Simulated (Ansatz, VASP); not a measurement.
AlN in VASP and in Ansatz

File INCAR:

```
SYSTEM = AlN
ALGO = Normal
EDIFF = 1E-6
ENCUT = 520
GGA = PS
ISIF = 2
ISMEAR = 0
LASPH = .TRUE.
LCHARG = .FALSE.
LREAL = .FALSE.
LWAVE = .FALSE.
NBANDS = 11
NELM = 60
PREC = Accurate
SIGMA = 0.05
```

File KPOINTS:

```
k-points
0
G
  10 10 10
  0 0 0
```

The input POSCAR:

```
AlN
1.0
   -0.1049684885      1.9345746822      1.9345746822
    1.9345746822     -0.1049684885      1.9345746822
    1.9345746822      1.9345746822     -0.1049684885
Al N
1 1
Direct
    0.5000000000      0.5000000000      0.5000000000
    0.0000000000      0.0000000000      0.0000000000
```

Input for Ansatz:

```yaml
crystal:
  lattice:
    - [-0.1049684885, 1.9345746822, 1.9345746822]
    - [1.9345746822, -0.1049684885, 1.9345746822]
    - [1.9345746822, 1.9345746822, -0.1049684885]
  atoms:
    - { symbol: Al, position: [0.5, 0.5, 0.5] }
    - { symbol: "N", position: [0.0, 0.0, 0.0] }
basis:
  ecutwfc: 520.0
kpoints:
  mp_grid: { grid: [10, 10, 10] }
hamiltonian:
  xc: pbesol
  pseudopotentials: { kind: paw, azcp: { folder: soft_1 } }
scf:
  occupations: { method: gaussian, width: 0.05 }
output:
  forces: true
  stress: true
  eigenvalues: true
```

Alike in both runs: task single point; functional PBEsol; k mesh 10 × 10 × 10; occupations gaussian, width 0.05 eV; no spin polarisation.

|  | VASP | Ansatz |
| --- | --- | --- |
| version | VASP 6.6.1 | Ansatz 0.2.0 |
| potentials or method | VASP PAW PBE potentials, release 64 (Al, N) | scalar-relativistic, plane waves, PAW |
| plane-wave cutoff (eV) | 520 | 520 |
| valence electrons in the cell | 8 | 8 |

```csv
,VASP,Ansatz,Ansatz less VASP
gap on the k mesh at the Fermi level (eV),3.47,3.47,+0.001
least direct gap on the mesh (eV),5.49,5.46,-0.022
pressure (GPa),16.6,16.5,-0.13
largest component of the traceless stress (GPa),16.30,16.29,-0.014
```

Ansatz warned: «pseudo_functional_mismatch».

Caveats: so large a pressure means that the cell lies far from this level's equilibrium, or that cutoff or potentials fall short (VASP); the potentials were made for another functional, which shifts forces and pressure (VASP). A k mesh can miss the band edges.
